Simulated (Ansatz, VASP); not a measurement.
Na in VASP and in Ansatz

INCAR

```
SYSTEM = Na
PREC = Accurate
ENCUT = 520
EDIFF = 1E-7
ISMEAR = 0
SIGMA = 0.1
LREAL = .False.
LASPH = .True.
NELM = 100
ALGO = Fast
ISIF = 2
LWAVE = .False.
LCHARG = .False.
GGA = PE
NBANDS = 14
```

Contents of KPOINTS:

```
Automatic mesh
0
Gamma
  6 6 4
  0 0 0
```

File POSCAR:

```
Na
1.0
    4.2245674734      0.0000000000      0.0000000000
   -2.1122837367      3.6585827520      0.0000000000
    0.0000000000      0.0000000000      7.0091573946
Na
2
Direct
    0.3333333300      0.6666666700      0.2500000000
    0.6666666700      0.3333333300      0.7500000000
```

Input for Ansatz:

```yaml
crystal:
  lattice:
    - [4.2245674734, 0.0, 0.0]
    - [-2.1122837367, 3.658582752, 0.0]
    - [0.0, 0.0, 7.0091573946]
  atoms:
    - { symbol: Na, position: [0.33333333, 0.66666667, 0.25] }
    - { symbol: Na, position: [0.66666667, 0.33333333, 0.75] }
basis:
  ecutwfc: 420
kpoints:
  mp_grid: { grid: [6, 6, 4] }
hamiltonian:
  xc: pbe
scf:
  occupations: { method: gaussian, width: 0.1 }
output:
  forces: true
  stress: true
  eigenvalues: true
```

Alike in both runs: task single point; functional PBE; k mesh 6 × 6 × 4; occupations gaussian, width 0.1 eV; no spin polarisation.

|  | VASP | Ansatz |
| --- | --- | --- |
| version | VASP 6.6.1 | Ansatz 0.2.0 |
| potentials or method | VASP PAW PBE potentials, release 64 (Na_pv) | scalar-relativistic, plane waves, PAW |
| plane-wave cutoff (eV) | 520 | 420 |
| valence electrons in the cell | 14 | 18 |

|  | VASP | Ansatz | Ansatz less VASP |
| --- | --- | --- | --- |
| gap on the k mesh at the Fermi level (eV) | none | none | - |
| pressure (GPa) | -1.5 | -1.5 | 0.00 |
| largest component of the traceless stress (GPa) | 0.40 | 0.40 | -0.001 |

A gap of «none» marks a metal or a gap that the smearing closes. The functional is the same, so the differences come from potentials, cutoffs and numerics. The two sets of potentials don't hold the same shells in valence.
